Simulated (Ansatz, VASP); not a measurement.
Si in VASP and in Ansatz

File POSCAR:

```
Si
1.0
    0.0000000000      2.2302721249      2.2302721249
    2.2302721249      0.0000000000      2.2302721249
    2.2302721249      2.2302721249      0.0000000000
Si
2
Direct
   -0.1250000000     -0.1250000000     -0.1250000000
    0.1250000000      0.1250000000      0.1250000000
```

Contents of INCAR.step1:

```
SYSTEM = Si
  ALGO = Normal
  EDIFF = 1E-4
  ENCUT = 520
  GGA = PE
  ISMEAR = -1
  LASPH = .TRUE.
  LCHARG = .FALSE.
  LREAL = .FALSE.
  LWAVE = .TRUE.
  NBANDS = 11
  NELM = 100
  PREC = Accurate
  SIGMA = 0.08
```

The input INCAR.step2:

```
SYSTEM = Si
  ALGO = Normal
  EDIFF = 1E-7
  ENCUT = 520
  ISIF = 2
  ISMEAR = -1
  ISTART = 1
  LASPH = .TRUE.
  LCHARG = .TRUE.
  LELF = .TRUE.
  LMIXTAU = .TRUE.
  LREAL = .FALSE.
  LVHAR = .TRUE.
  LWAVE = .FALSE.
  METAGGA = R2SCAN
  NBANDS = 11
  NELM = 100
  PREC = Accurate
  SIGMA = 0.08
```

File KPOINTS:

```
k-points
0
G
  13 13 13
  0 0 0
```

Input for Ansatz:

```yaml
crystal:
  lattice:
    - [0.0, 2.2302721249, 2.2302721249]
    - [2.2302721249, 0.0, 2.2302721249]
    - [2.2302721249, 2.2302721249, 0.0]
  atoms:
    - { symbol: Si, position: [-0.125, -0.125, -0.125] }
    - { symbol: Si, position: [0.125, 0.125, 0.125] }
kpoints:
  mp_grid: { grid: [13, 13, 13] }
scf:
  occupations: { method: fermi_dirac, width: 0.08 }
hamiltonian:
  xc: r2scan
  pseudopotentials: { kind: paw }
output:
  forces: true
  stress: true
  eigenvalues: true
  populations: true
  write_density: true
  write_potential: true
  elf: true
  volumetric_format: npy
```

Change from the starting cell: volume scaled by 0.55, PAW files.

Alike in both runs: task single point; functional r2SCAN; k mesh 13 × 13 × 13; occupations fermi-dirac, width 0.08 eV; no spin polarisation.

```csv
,VASP,Ansatz
version,VASP 6.6.1,Ansatz 0.2.0
potentials or method,"VASP PAW PBE potentials, release 64 (Si)","PAW with Ansatz's default frozen-core files, scalar-relativistic"
plane-wave cutoff (eV),520,500
valence electrons in the cell,8,8
```

|  | VASP | Ansatz | Ansatz less VASP |
| --- | --- | --- | --- |
| pressure (GPa) | 182.1 | 182.6 | +0.54 |

Caveats: the cell as given lies far from equilibrium; so large a pressure means that the cell lies far from this level's equilibrium, or that cutoff or potentials fall short (VASP); the potentials were made for another functional, which shifts forces and pressure (VASP).
